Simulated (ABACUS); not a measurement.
# CoO (I4/mmm) in ABACUS: equation of state

How stiff is CoO in PBE, and what volume does it want? The cell is scaled to several volumes.

Program: ABACUS 3.10.1. These are calculated values, not measurements. Logs are shortened: lines on timing, memory, paths and dates and some standing lists are left out, and cuts for length are marked.

## 1. Starting point

The structure is tetragonal, space group I4/mmm (No. 139). Conventional cell: a = 3.016 Å, b = 3.016 Å, c = 4.214 Å, α = 90.00°, β = 90.00°, γ = 90.00°. Around Co (site symmetry 4/mmm) lie 6 O at 2.11 to 2.13 Å. O (site symmetry 4/mmm) has 6 Co at 2.11 to 2.13 Å as nearest neighbours.

## 2. Equation of state, PBE, collinear spin, ferromagnetic start, 9.01 Å³/atom (volume scaled by 0.94)

INPUT reads:

```
INPUT_PARAMETERS
suffix              CoO
calculation         scf
basis_type          pw
pseudo_dir          ./
symmetry            1
dft_functional      pbe
ecutwfc             97
pseudo_rcut         10
nspin               2
nbands              17
ks_solver           dav
smearing_method     fd
smearing_sigma      0.00367493
scf_thr             1e-08
scf_nmax            100
mixing_type         broyden
mixing_beta         0.4
cal_force           1
cal_stress          1
kpar                4
```

STRU reads:

```
ATOMIC_SPECIES
Co 58.9332 Co.upf
O 15.9990 O.upf

LATTICE_CONSTANT
1.8897261246

LATTICE_VECTORS
-1.4772158519 1.4772158519 2.0642304156
1.4772158519 -1.4772158519 2.0642304156
1.4772158519 1.4772158519 -2.0642304156

ATOMIC_POSITIONS
Direct

Co
0.0
1
0.0000000000 0.0000000000 0.0000000000 1 1 1 mag 2

O
0.0
1
0.5000000000 0.5000000000 0.0000000000 1 1 1 mag 0
```

KPT reads:

```
K_POINTS
0
Gamma
12 12 12 0 0 0
```

Potentials or basis: PseudoDojo NC SR 0.4.1 PBE standard, plane waves.

Run with:

```sh
OMP_NUM_THREADS=1 mpirun -np 4 abacus > log
```

running log:

```text
ABACUS v3.10.1

               Atomic-orbital Based Ab-initio Computation at UStc

 ------------------------------------------------------------------------------------

 READING GENERAL INFORMATION
                           global_out_dir = OUT.CoO/
                           global_in_card = INPUT
                               pseudo_dir = ./
                              orbital_dir =
                                    DSIZE = 4
                                    GSIZE = 1

 READING UNITCELL INFORMATION
                                    ntype = 2
                  lattice constant (Bohr) = 1.88973
              lattice constant (Angstrom) = 1

 READING ATOM TYPE 1
                               atom label = Co
                      L=0, number of zeta = 1
                      L=1, number of zeta = 1
                      L=2, number of zeta = 1
             number of atom for this type = 1
               magnetization of element 1 = 2

 READING ATOM TYPE 2
                               atom label = O
                      L=0, number of zeta = 1
                      L=1, number of zeta = 1
                      L=2, number of zeta = 1
             number of atom for this type = 1
               magnetization of element 2 = 0

                        TOTAL ATOM NUMBER = 2
DIRECT COORDINATES
    atom                   x                   y                   z     mag                  vx                  vy                  vz
taud_Co1            0.0000000000        0.0000000000        0.0000000000  2.0000        0.0000000000        0.0000000000        0.0000000000
taud_O1            0.5000000000        0.5000000000        0.0000000000  0.0000        0.0000000000        0.0000000000        0.0000000000

                          Volume (Bohr^3) = 121.591
                             Volume (A^3) = 18.018

 Lattice vectors: (Cartesian coordinate: in unit of a_0)
             -1.47722            +1.47722            +2.06423
             +1.47722            -1.47722            +2.06423
             +1.47722            +1.47722            -2.06423
 Reciprocal vectors: (Cartesian coordinate: in unit of 2 pi/a_0)
                   +0           +0.338475           +0.242221
            +0.338475                  +0           +0.242221
            +0.338475           +0.338475                  +0
 The esolver type has been set to : ksdft_pw

                PAO radial cut off (Bohr) = 10

 Read in pseudopotential file is Co.upf
                     pseudopotential type = NC
          exchange-correlation functional = PBE
                 nonlocal core correction = 1
                        valence electrons = 17
                                     lmax = 2
                           number of zeta = 4
[... 7 lines left out ...]
                PAO radial cut off (Bohr) = 10

 Read in pseudopotential file is O.upf
                     pseudopotential type = NC
          exchange-correlation functional = PBE
                 nonlocal core correction = 1
                        valence electrons = 6
                                     lmax = 2
                           number of zeta = 2
                     number of projectors = 5
                           L of projector = 0
                           L of projector = 0
                           L of projector = 1
                           L of projector = 1
                           L of projector = 2
     initial pseudo atomic orbital number = 14
 The readin total magnetization is 2

 SETUP THE ELECTRONS NUMBER
            electron number of element Co = 17
      total electron number of element Co = 17
             electron number of element O = 6
       total electron number of element O = 6
            AUTOSET number of electrons:  = 23
                           occupied bands = 12
                                   NBANDS = 17
                                   NLOCAL = 18

%%%%%%%%%%%%%%%%%%%%%%%%%%%%%%%%%%%%%%%%%%%%%%%%%%%%%%%%%%%%%%%%%%%%%%%%%%%%%%%%%%%%%%%%%%%%%%%%%%%%%%%%%%
 Warning: the number of valence electrons in pseudopotential > 9 for Co: [Ar] 3d7 4s2
 Pseudopotentials with additional electrons can yield (more) accurate outcomes, but may be less efficient.
 If you're confident that your chosen pseudopotential is appropriate, you can safely ignore this warning.
%%%%%%%%%%%%%%%%%%%%%%%%%%%%%%%%%%%%%%%%%%%%%%%%%%%%%%%%%%%%%%%%%%%%%%%%%%%%%%%%%%%%%%%%%%%%%%%%%%%%%%%%%%

 SETUP THE PLANE WAVE BASIS
 energy cutoff for charge/potential (unit:Ry) = 388
            fft grid for charge/potential = [ 36, 36, 36 ]
                        fft grid division = [ 1, 1, 1 ]
        big fft grid for charge/potential = [ 36, 36, 36 ]
                                     nbxx = 46656
                                     nrxx = 46656

 SETUP PLANE WAVES FOR CHARGE/POTENTIAL
                    number of plane waves = 15705
                         number of sticks = 949

 PARALLEL PW FOR CHARGE/POTENTIAL
     PROC   COLUMNS(POT)             PW
        1            949          15705
 --------------- sum -------------------
        1            949          15705
                            number of |g| = 1008
                                  max |g| = 35.0791
                                  min |g| = 0

----------- Double Check Mixing Parameters Begin ------------
mixing_type: broyden
mixing_beta: 0.4
mixing_gg0: 1
mixing_gg0_min: 0.1
mixing_beta_mag: 1.6
mixing_gg0_mag: 0
mixing_ndim: 8
----------- Double Check Mixing Parameters End ------------

 LATTICE VECTORS: (CARTESIAN COORDINATE: IN UNIT OF A0)
             -1.47722            +1.47722            +2.06423
             +1.47722            -1.47722            +2.06423
             +1.47722            +1.47722            -2.06423
                       right hand lattice = 1
                                   NORM_A = 2.9369
                                   NORM_B = 2.9369
                                   NORM_C = 2.9369
                           ALPHA (DEGREE) = 119.605
                           BETA  (DEGREE) = 119.605
                           GAMMA (DEGREE) = 90.6861

 The lattice vectors have been changed (STRU_SIMPLE.cif)

(for optimal symmetric configuration:)
                             BRAVAIS TYPE = 6
                     BRAVAIS LATTICE NAME = 06. Tetrogonal I (body-centered)
                                    ibrav = 6
                                    IBRAV = 6
                                  BRAVAIS = BODY CENTERED TETROGONAL CELL
                       LATTICE CONSTANT A = 2.95443
                                C/A RATIO = 1.39738
Original cell was already a primitive cell.
                        ROTATION MATRICES = 16
              PURE POINT GROUP OPERATIONS = 16
                   SPACE GROUP OPERATIONS = 16
                              POINT GROUP = D_4h
               POINT GROUP IN SPACE GROUP = D_4h

 SETUP K-POINTS
                                    nspin = 2
                   Input type of k points = Monkhorst-Pack(Gamma)
                                   nkstot = 1728
                       right hand lattice = 1
(for reciprocal lattice: )
                             BRAVAIS TYPE = 6
                     BRAVAIS LATTICE NAME = 06. Tetrogonal I (body-centered)
                                    ibrav = 6
                       right hand lattice = 1
(for k-lattice: )
                             BRAVAIS TYPE = 6
                     BRAVAIS LATTICE NAME = 06. Tetrogonal I (body-centered)
                                    ibrav = 6
                       right hand lattice = 1
                        ROTATION MATRICES = 16
                               nkstot_ibz = 163
K-POINTS REDUCTION ACCORDING TO SYMMETRY
     IBZ    DIRECT_X    DIRECT_Y    DIRECT_Z  WEIGHT  ibz2bz
       1  0.00000000  0.00000000  0.00000000  0.0006       0
       2 -0.08333333  0.00000000  0.08333333  0.0046       1
       3 -0.16666667  0.00000000  0.16666667  0.0046       2
       4 -0.25000000  0.00000000  0.25000000  0.0046       3
       5 -0.33333333  0.00000000  0.33333333  0.0046       4
       6 -0.41666667  0.00000000  0.41666667  0.0046       5
[... 22 lines left out ...]
      29  0.33333333  0.25000000  0.41666667  0.0093      40
      30  0.41666667  0.25000000  0.33333333  0.0093      41
[... 133 further k points ...]

                               nkstot now = 163
[... K-POINTS DIRECT COORDINATES: 163 rows ...]

           k-point number in this process = 41
       minimum distributed K point number = 40
[... stars of the k points ...]
                             nks(nspin=2) = 82
                          nkstot(nspin=2) = 326

[... K-POINTS CARTESIAN COORDINATES: 82 rows ...]

[... K-POINTS DIRECT COORDINATES: 82 rows ...]

 SETUP PLANE WAVES FOR WAVE FUNCTIONS
     energy cutoff for wavefunc (unit:Ry) = 97
              fft grid for wave functions = [ 36, 36, 36 ]
                    number of plane waves = 2841
                         number of sticks = 299

 PARALLEL PW FOR WAVE FUNCTIONS
     PROC   COLUMNS(POT)             PW
        1            299           2841
 --------------- sum -------------------
        1            299           2841

 SETUP NONLOCAL PSEUDOPOTENTIALS IN PLANE WAVE BASIS
 Co non-local projectors:
 projector 1 L=0
 projector 2 L=0
 projector 3 L=1
 projector 4 L=1
 projector 5 L=2
 projector 6 L=2
 O non-local projectors:
 projector 1 L=0
 projector 2 L=0
 projector 3 L=1
 projector 4 L=1
 projector 5 L=2
      TOTAL NUMBER OF NONLOCAL PROJECTORS = 31

 Init Non-Local PseudoPotential table :
 Init Non-Local-Pseudopotential done.

                                     npwx = 1976

 Make real space PAO into reciprocal space.
       max mesh points in Pseudopotential = 1001
     dq(describe PAO in reciprocal space) = 0.01
                                    max q = 1186

 number of pseudo atomic orbitals for Co is 4
WARNING: norm of atomic wavefunction # 4 of atomic type Co is 0.999928, renormalized

 number of pseudo atomic orbitals for O is 2

 -------------------------------------------
 SELF-CONSISTENT
 -------------------------------------------
                                 init_chg = atomic

 PW ALGORITHM --------------- ION=   1  ELEC=   1--------------------------------
 Notice: Threshold on eigenvalues was too large.
 hsover_error=0.23 > DRHO=0.190843
 Origin diag ethr = 0.01
 New diag ethr = 0.000829752
          total magnetism (Bohr mag/cell) = 2.40822
       absolute magnetism (Bohr mag/cell) = 2.40823
                        nelec for spin up = 12.7041
                      nelec for spin down = 10.2959

 Density error is 0.191213743617
                          Error Threshold = 0.000829751504558
----------------------------------------------------------
     Energy           Rydberg                 eV
----------------------------------------------------------
 E_KohnSham     -339.0196059437      -4612.5983745485
 E_Harris       -338.2066589980      -4601.5376639161
 E_Fermi        1.1069370003         15.0606505307
----------------------------------------------------------
[... 183 lines left out ...]
 Density error is 6.04314957879e-09
                          Error Threshold = 1.03775673781e-10
----------------------------------------------------------
     Energy           Rydberg                 eV
----------------------------------------------------------
 E_KohnSham     -339.0638367102      -4613.2001650009
 E_KS(sigma->0) -339.0626722995      -4613.1843223803
 E_Harris       -339.0640119449      -4613.2025491902
 E_band         -19.8915038920       -270.6377947206
 E_one_elec     -145.1978839197      -1975.5185588506
 E_Hartree      88.4294377171        1203.1442238881
 E_xc           -64.5557601417       -878.3261766485
 E_Ewald        -217.7373015444      -2962.4679681485
 E_entropy(-TS) -0.0023288214        -0.0316852413
 E_descf        0.0000000000         0.0000000000
 E_exx          0.0000000000         0.0000000000
 E_Fermi        1.1486551891         15.6282556088
----------------------------------------------------------

 charge density convergence is achieved
 final etot is -4613.200165 eV
 EFERMI = 15.628255609 eV

 STATE ENERGY(eV) AND OCCUPATIONS    NSPIN == 2
SPIN UP :
 1/41 kpoint (Cartesian) = 0.0000 0.0000 0.0000 (1965 pws)
       1       -81.1284    0.000578704
       2       -44.5206    0.000578704
       3       -44.4542    0.000578704
       4       -44.4542    0.000578704
       5       -5.25324    0.000578704
       6        12.0850    0.000578704
[... 9 lines left out ...]
      16        34.1790        0.00000
      17        34.1790        0.00000
[... 78 lines left out ...]
       1       -81.1236     0.00462963
       2       -44.5481     0.00462963
       3       -44.4808     0.00462963
       4       -44.4611     0.00462963
       5       -3.93665     0.00462963
       6        7.05227     0.00462963
[... 9 lines left out ...]
      16        29.6544        0.00000
      17        29.9448        0.00000

[... levels at 76 further k points ...]

------------------------------------------------------------------------------------------
 TOTAL-FORCE (eV/Angstrom)
------------------------------------------------------------------------------------------
                       Co1         0.0000000000         0.0000000000         0.0000000000
                        O1         0.0000000000         0.0000000000         0.0000000000
------------------------------------------------------------------------------------------

----------------------------------------------------------------
 TOTAL-STRESS (KBAR)
----------------------------------------------------------------
       119.5109552234        -0.0000000000        -0.0000000000
        -0.0000000000       119.5109552234         0.0000000000
        -0.0000000000        -0.0000000000       130.0345662189
----------------------------------------------------------------
 TOTAL-PRESSURE: 123.018826 KBAR

 --------------------------------------------
 !FINAL_ETOT_IS -4613.2001650009178775 eV
 --------------------------------------------
```

Run time: 1.8 min. Hardware: 4 MPI ranks of Intel Xeon Platinum 8488C (Sapphire Rapids), shared host; peak memory 0.48 GiB.

Results:

* Free energy: -4613.2002 eV
* Pressure: 12.3 GPa
* Band gap on the k mesh: none (metal or under the smearing width)
* Net moment: 2.88 μB per cell
* Absolute moment: 2.90 μB per cell

Caveat: a cell with one magnetic atom can't hold antiferromagnetic order, which such compounds often take; semilocal functionals often make such compounds metallic where correlation or magnetic order opens a gap, which also shifts bond lengths.

## 3. Equation of state, PBE, collinear spin, ferromagnetic start, 9.20 Å³/atom (volume scaled by 0.96)

INPUT is that of step 2.

Changes to STRU since step 2:

```diff
@@ -8,5 +8,5 @@
 LATTICE_VECTORS
--1.4772158519 1.4772158519 2.0642304156
-1.4772158519 -1.4772158519 2.0642304156
-1.4772158519 1.4772158519 -2.0642304156
+-1.4876191232 1.4876191232 2.0787677284
+1.4876191232 -1.4876191232 2.0787677284
+1.4876191232 1.4876191232 -2.0787677284
```

KPT is that of step 2.

Potentials or basis: PseudoDojo NC SR 0.4.1 PBE standard, plane waves.

Run with:

```sh
OMP_NUM_THREADS=1 mpirun -np 4 abacus > log
```

Run time: 1.9 min. Hardware: 4 MPI ranks of Intel Xeon Platinum 8488C (Sapphire Rapids), shared host; peak memory 0.48 GiB.

Results (log left out):

- Free energy: -4613.2244 eV
- Pressure: 7.9 GPa
- Band gap on the k mesh: none (metal or under the smearing width)
- Net moment: 2.93 μB per cell
- Absolute moment: 2.95 μB per cell

Caveat: a cell with one magnetic atom can't hold antiferromagnetic order, which such compounds often take; semilocal functionals often make such compounds metallic where correlation or magnetic order opens a gap, which also shifts bond lengths.

(Continued in part 2 of 2.)
